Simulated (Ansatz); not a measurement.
Crystal: Pt.

```
Pt
1.0
     0.00000    1.96090    1.96090
     1.96090    0.00000    1.96090
     1.96090    1.96090    0.00000
Pt
1
Cartesian
  0.0000 0.0000 0.0000
```

| Item | Value |
| --- | --- |
| Program | Ansatz 0.2.0 |
| Task | single point |
| Functional | PBEsol |
| Potentials or basis | Ansatz PAW |
| Cutoff | 420 eV (not typed: the program's choice for these potentials) |
| k mesh | 12 × 12 × 12 |
| Occupations | fermi-dirac, width 0.05 eV |
| Spin | no spin polarisation |

On this cell: pressure -0.6 GPa; band gap on the k mesh none (metal or under the smearing width).

The same run follows on a disturbed copy (cell strained at random at fixed volume):

```
CELL_PARAMETERS angstrom
-0.01330 1.93575 1.94453
1.97104 0.00303 1.92819
2.00088 1.94926 -0.02681
ATOMIC_POSITIONS crystal
Pt 0.98674 0.01995 0.00694
```

Q: What does the disturbed cell give?

A: The energy (extrapolated to zero smearing) moves by +2.3 meV/atom; pressure -0.5 GPa; band gap on the k mesh none (metal or under the smearing width).

Stress tensor (GPa, compression positive):
```
-1.49 -0.59  1.34
-0.59 -0.03  0.59
 1.34  0.59  0.03
```

Caveats: the PAW data sets come from PBE, with cores solved anew for the run's functional, which leaves a small shift of forces and pressure.
